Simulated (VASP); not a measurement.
**Al2Pt under changes of volume**

One of the cells (17.546 Å³/atom); the others are scaled copies at fixed shape and fractional positions:

```
Pt Al
1.0
     0.00000    2.97457    2.97457
     2.97457    0.00000    2.97457
     2.97457    2.97457    0.00000
Pt Al
1 2
Direct
  0.00000 0.00000 0.00000
  0.75000 0.75000 0.75000
  0.25000 0.25000 0.25000
```

* Program: VASP 6.6.1
* Functional: PBEsol
* Potentials or basis: VASP PAW PBE potentials, release 64 (Pt, Al)
* Cutoff: 520 eV
* k mesh: 8 × 8 × 8
* Occupations: fermi-dirac, width 0.05 eV
* Spin: no spin polarisation

```tsv
volume (Å³/atom)	energy over the lowest point (meV/atom)	pressure (GPa)
16.170	22.04	8.6
16.514	7.41	5.0
16.858	0.00	1.9
17.546	?	?
17.890	14.02	-5.8
18.234	28.74	-7.9
```

Task: What does the run at 17.546 Å³/atom give?

Result: Energy over the lowest point 3.95 meV/atom; pressure -3.5 GPa.

Worked out: A Birch-Murnaghan fit of order 3 (a polynomial in V^(-2/3)) to the other rows has its minimum at 17.08 Å³/atom with B0 = V·E''(V) = 139 GPa and B' = 4.5. It gives 3.95 meV/atom at 17.546 Å³/atom, against the run's 3.95, and -dE/dV = -3.5 GPa, against -3.5.

Energies are extrapolated to zero smearing.

Caveats: the PAW data sets were made with another functional, which shifts forces and pressure a little.
